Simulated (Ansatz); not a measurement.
InPd:

```
In Pd
1.0
     0.00000    2.74607    2.74607
     2.74607    0.00000    2.74607
     2.74607    2.74607    0.00000
In Pd
1 1
Direct
  0.00000 0.00000 0.00000
  0.50000 0.50000 0.50000
```

The cell was built by a generator and needn't be a form met in nature.

* Program: Ansatz 0.2.0
* Task: single point
* Functional: PBE
* Potentials or basis: Ansatz PAW
* Cutoff: 420 eV (not typed: the program's choice for these potentials)
* k mesh: 8 × 8 × 8
* Occupations: fermi-dirac, width 0.05 eV
* Spin: no spin polarisation

On this cell: pressure 0.2 GPa; largest force zero by symmetry; band gap on the k mesh none (metal or under the smearing width).

The same run follows on a disturbed copy (atoms moved at random, drawn with an rms of 0.05 Å):

```
CELL_PARAMETERS angstrom
0.00000 2.74607 2.74607
2.74607 0.00000 2.74607
2.74607 2.74607 0.00000
ATOMIC_POSITIONS crystal
In 0.99542 0.99723 0.99195
Pd 0.50340 0.50104 0.50588
```

Q: What does the disturbed cell give?

A: The energy (extrapolated to zero smearing) moves by +8.1 meV/atom; pressure 0.5 GPa; largest force 0.388 eV/Å; band gap on the k mesh none (metal or under the smearing width).

Forces in eV/Å, atoms in the order of the input:
```
In   0.225  0.280  0.148
Pd  -0.225 -0.280 -0.148
```

Stress tensor (GPa, compression positive):
```
 0.47 -0.10 -0.05
-0.10  0.64 -0.06
-0.05 -0.06  0.29
```
